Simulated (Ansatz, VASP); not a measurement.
# Two plane-wave programs on C

```xyz
10
Lattice="2.4973 0.0000 0.0000 -1.2487 2.1627 0.0000 0.0000 0.0000 22.6660" Properties=species:S:1:pos:R:3 pbc="T T T"
C     2.4973    0.0000    7.1272
C     1.2487    0.7209    7.3845
C     1.2487    0.7209    9.0534
C     0.0000    1.4418    9.5341
C     0.0000    1.4418   11.0813
C     0.0000    0.0000   11.5847
C     0.0000    0.0000   13.1319
C     1.2487    0.7209   13.6125
C     1.2487    0.7209   15.2815
C     0.0000    1.4418   15.5388
```

Alike in both runs: functional LDA; k mesh 12 × 12 × 1; occupations gaussian, width 0.03 eV; no spin polarisation.

Ansatz relaxed the structure, and its values are those at the end. VASP's run is a single point on that final structure, the one shown.

```csv
,VASP,Ansatz
version,VASP 6.6.1,Ansatz 0.2.0
potentials or method,"VASP PAW LDA potentials, release 64 (C)","scalar-relativistic, plane waves, PAW"
plane-wave cutoff (eV),520,420
valence electrons in the cell,40,40
```

Ansatz gave:

* gap on the k mesh at the Fermi level (eV): none
* rms of the force components (eV/Å): 0.001

Which values does VASP return?

gap on the k mesh at the Fermi level (eV): none; rms of the force components (eV/Å): 0.011.

A gap of «none» marks a metal or a gap that the smearing closes. Ansatz warned: «structure_snapped_to_symmetry».
